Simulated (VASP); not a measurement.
The system is BN.

```
CELL_PARAMETERS angstrom
1.25112 0.72234 3.37293
-1.25112 0.72234 3.37293
0.00000 -1.44467 3.37293
ATOMIC_POSITIONS crystal
N 0.66724 0.66724 0.66724
B 0.00033 0.00033 0.00033
```

The cell is a database's computed one.

| Property | Result |
| --- | --- |
| Program | VASP 6.6.1 |
| Task | relaxation of cell and atoms |
| Functional | RPBE |
| Dispersion | D3 |
| Potentials or basis | VASP PAW PBE potentials, release 64 (N, B) |
| Cutoff | 600 eV |
| k mesh | 12 × 12 × 12 |
| Occupations | fermi-dirac, width 0.05 eV |
| Spin | no spin polarisation |

At the start: pressure 4.2 GPa; volume 9.14 Å³/atom.

Problem. Where does the relaxation end?

Solution. Over 11 steps the energy falls by 3.1 meV/atom and the volume is 8.97 Å³/atom (-1.9 %); space group R3m (No. 160, to 0.05 Å).

The path:
| step | energy change (eV) | largest force (eV/Å) | pressure (GPa) | volume (Å³) |
| --- | --- | --- | --- | --- |
| 1 | 0.0000 | 0.0048 | 4.17 | 18.29 |
| 2 | 0.0120 | 0.0049 | -8.06 | 18.92 |
| 3 | -0.0048 | 0.0016 | -0.31 | 18.51 |
| 4 | -0.0048 | 0.0016 | -0.23 | 18.50 |
| 5 | -0.0049 | 0.0006 | -0.20 | 18.47 |
| 6 | -0.0053 | 0.0072 | -0.14 | 18.38 |
| 7 | -0.0058 | 0.0205 | -0.06 | 18.19 |
| 8 | -0.0060 | 0.0474 | 0.18 | 17.81 |
| 9 | -0.0061 | 0.0365 | 0.08 | 17.96 |
| 10 | -0.0060 | 0.0480 | -0.43 | 17.92 |
| 11 | -0.0062 | 0.0042 | -0.14 | 17.95 |

Final structure:
```
N B
1.0
     1.25894    0.72685    3.26863
    -1.25894    0.72685    3.26863
     0.00000   -1.45370    3.26863
N B
1 1
Direct
  0.66725 0.66725 0.66725
  0.00031 0.00031 0.00031
```

Caveat: the PAW data sets were made with another functional, which shifts forces and pressure a little.
